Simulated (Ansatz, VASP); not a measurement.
One calculation of Rh, two programs

INCAR

```
PREC = Accurate
ENCUT = 520
EDIFF = 1E-6
ISMEAR = 0
SIGMA = 0.15
LREAL = False
LASPH = True
NELM = 80
ALGO = Fast
ISIF = 2
LWAVE = False
LCHARG = False
GGA = PE
NBANDS = 14
```

The input KPOINTS:

```
Automatic mesh
0
Gamma
  22 22 22
```

POSCAR

```
Rh
1.0
    0.0000000000      2.0688059895      1.6409769108
    2.0688059895      0.0000000000      1.6409769108
    2.0688059895      2.0688059895      0.0000000000
Rh
1
Direct
    0.0000000000      0.0000000000      0.0000000000
```

Input for Ansatz:

```yaml
crystal:
  lattice:
    - [0.0, 2.0688059895, 1.6409769108]
    - [2.0688059895, 0.0, 1.6409769108]
    - [2.0688059895, 2.0688059895, 0.0]
  atoms:
    - { symbol: Rh, position: [0.0, 0.0, 0.0] }
basis:
  ecutwfc: 420
kpoints:
  mp_grid: { grid: [22, 22, 22] }
hamiltonian:
  xc: pbe
  pseudopotentials: { kind: paw, azcp: { folder: soft_1 } }
scf:
  occupations: { method: gaussian, width: 0.15 }
output:
  forces: true
  stress: true
  eigenvalues: true
```

Alike in both runs: task single point; functional PBE; k mesh 22 × 22 × 22; occupations gaussian, width 0.15 eV; no spin polarisation.

|  | VASP | Ansatz |
| --- | --- | --- |
| version | VASP 6.6.1 | Ansatz 0.2.0 |
| potentials or method | VASP PAW PBE potentials, release 64 (Rh_pv) | scalar-relativistic, plane waves, PAW |
| plane-wave cutoff (eV) | 520 | 420 |
| valence electrons in the cell | 15 | 17 |

VASP gave:

| Property | Result |
| --- | --- |
| gap on the k mesh at the Fermi level (eV) | none |
| pressure (GPa) | 5.4 |
| largest component of the traceless stress (GPa) | 17.14 |

Task: What did Ansatz give for the same quantities?

Result: gap on the k mesh at the Fermi level (eV): none; pressure (GPa): 5.5; largest component of the traceless stress (GPa): 17.19.

A gap of «none» marks a metal or a gap that the smearing closes. The two sets of potentials don't hold the same shells in valence.
